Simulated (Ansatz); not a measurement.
Runs of Ansatz 0.2.0 on In. The structure is cubic, space group Im-3m (No. 229). Conventional cell: a = 3.765 Å, b = 3.765 Å, c = 3.765 Å, α = 90.00°, β = 90.00°, γ = 90.00°. In (site symmetry m-3m) is surrounded by 8 In at 3.26 Å. This isn't the form of In at room conditions, which is tetragonal.

```csv
task,level,cell,k mesh,smearing,atoms under strain,gap on the mesh (eV),pressure (GPa),relaxed volume (Å³/atom)
elastic constants,LDA,as given,7 × 7 × 7,fermi-dirac 0.05 eV,clamped,none,(a),-
phonons,PBE,as given,7 × 7 × 7,fermi-dirac 0.05 eV,-,none,-,-
phonons,LDA,as given,7 × 7 × 7,fermi-dirac 0.05 eV,-,none,-,-
relaxation of cell and atoms,revPBE+D4,relaxed,10 × 10 × 10,fermi-dirac 0.05 eV,-,none,0.0,(b)
relaxation of cell and atoms,BLYP+D4,relaxed,10 × 10 × 10,fermi-dirac 0.05 eV,-,none,0.0,27.98
relaxation of cell and atoms,revPBE+D3(BJ),relaxed,10 × 10 × 10,fermi-dirac 0.05 eV,-,none,0.0,25.93
relaxation of cell and atoms,BLYP+D3(BJ),relaxed,10 × 10 × 10,fermi-dirac 0.05 eV,-,none,0.0,27.20
single point,PBE,as given,10 × 10 × 10,gaussian 0.027 eV,-,none,1.5,-
single point,PBE,as given,10 × 10 × 10,gaussian 0.028 eV,-,none,1.5,-
```

Alike in all rows: potentials or basis Ansatz PAW; no spin polarisation; cutoff (eV) 420.

Problem. Fill in the values left out.

Solution. (a) -2.9; (b) 26.51.

Caveats: the PAW data sets come from PBE, with cores solved anew for the run's functional, which leaves a small shift of forces and pressure (some runs); the plane-wave basis is chosen anew once the cell has moved, so the energies of steps on either side of that aren't comparable (some runs); pairwise dispersion overbinds metals, which lowers pressure and volume (some runs); the elastic tensor has a negative eigenvalue, so either the cell is unstable as it stands or the mesh is too thin (some runs).

A k mesh can miss the band edges, and the runs leave out spin-orbit coupling on In.

A gap of «none» marks a metal or a gap under the smearing width.
